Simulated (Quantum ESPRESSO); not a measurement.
**GaN in Quantum ESPRESSO: convergence with k mesh**

Input of the first run (k mesh 2 × 2 × 2); the others differ in this setting and in those tied to it:

Contents of pw.in:

```
&CONTROL
  calculation = 'scf'
  prefix = 'pwscf'
  outdir = './tmp'
  pseudo_dir = './pseudo'
  tprnfor = .true.
  tstress = .true.
  disk_io = 'nowf'
/
&SYSTEM
  ibrav = 0
  nat = 2
  ntyp = 2
  ecutwfc = 70
  ecutrho = 560
  nbnd = 15
  occupations = 'smearing'
  smearing = 'mv'
  degauss = 0.00367493
/
&ELECTRONS
  conv_thr = 4d-10
  electron_maxstep = 120
  mixing_beta = 0.5
/
ATOMIC_SPECIES
Ga    69.7230 Ga.pbe-dn-kjpaw_psl.1.0.0.UPF
N     14.0070 N.pbe-n-radius_5.UPF
CELL_PARAMETERS angstrom
   0.0000000000    2.1352350000    2.1352350000
   2.1352350000    0.0000000000    2.1352350000
   2.1352350000    2.1352350000    0.0000000000
ATOMIC_POSITIONS crystal
Ga     0.0000000000    0.0000000000    0.0000000000
N      0.5000000000    0.5000000000    0.5000000000
K_POINTS automatic
2 2 2 0 0 0
```

Potentials or basis: SSSP 1.3 efficiency PBE.

Launch:

```bash
$ OMP_NUM_THREADS=1 pw.x -in pw.in > pw.out
```

Measurements of this composition are mostly on another form, of space group No. 186.

Hardware: 1 thread of Arm Neoverse V2 (shared host).

**Question.** The values tried are 2 × 2 × 2, 3 × 3 × 3, 5 × 5 × 5, 7 × 7 × 7, 8 × 8 × 8, 10 × 10 × 10, 11 × 11 × 11, 13 × 13 × 13, 15 × 15 × 15, loosest first. From which on does the pressure stay within 0.1 GPa of the tightest run that finished?

**Answer.** From 8 × 8 × 8 on.

| k mesh | energy less the tightest run, at zero smearing (meV/atom) | pressure (GPa) | gap on the mesh (eV) | SCF cycles | CPU time (s) | peak memory (GiB) |
| --- | --- | --- | --- | --- | --- | --- |
| 2 × 2 × 2 | 1423.97 | 10.24 | - | 63 | 27 | 0.14 |
| 3 × 3 × 3 | 264.79 | -1.37 | 2.073 | 29 | 15 | 0.14 |
| 5 × 5 × 5 | 21.05 | -1.11 | 1.126 | 26 | 17 | 0.15 |
| 7 × 7 × 7 | 2.52 | -0.82 | 0.803 | 19 | 17 | 0.15 |
| 8 × 8 × 8 | 0.97 | -0.77 | 0.414 | 33 | 32 | 0.15 |
| 10 × 10 × 10 | 0.15 | -0.72 | 0.425 | 30 | 44 | 0.16 |
| 11 × 11 × 11 | 0.06 | -0.72 | 0.539 | 32 | 49 | 0.16 |
| 13 × 13 × 13 | 0.00 | -0.71 | 0.515 | 26 | 53 | 0.17 |
| 15 × 15 × 15 | 0.00 | -0.71 | 0.480 | 24 | 66 | 0.18 |

Against the tightest run, the energy stays within 1 meV/atom from 8 × 8 × 8 on. Not settled before the last step: the gap on the mesh (to 0.01 eV). Meshes of other sizes hit other points, so gaps and Fermi surfaces needn't settle smoothly. The tightest run that finished is the yardstick and may itself not be fully converged.

Caveat, for the tightest run too: this smearing can shift energies of a crystal with a gap; an odd mesh through Γ misses points on the zone boundary, where band edges often lie.
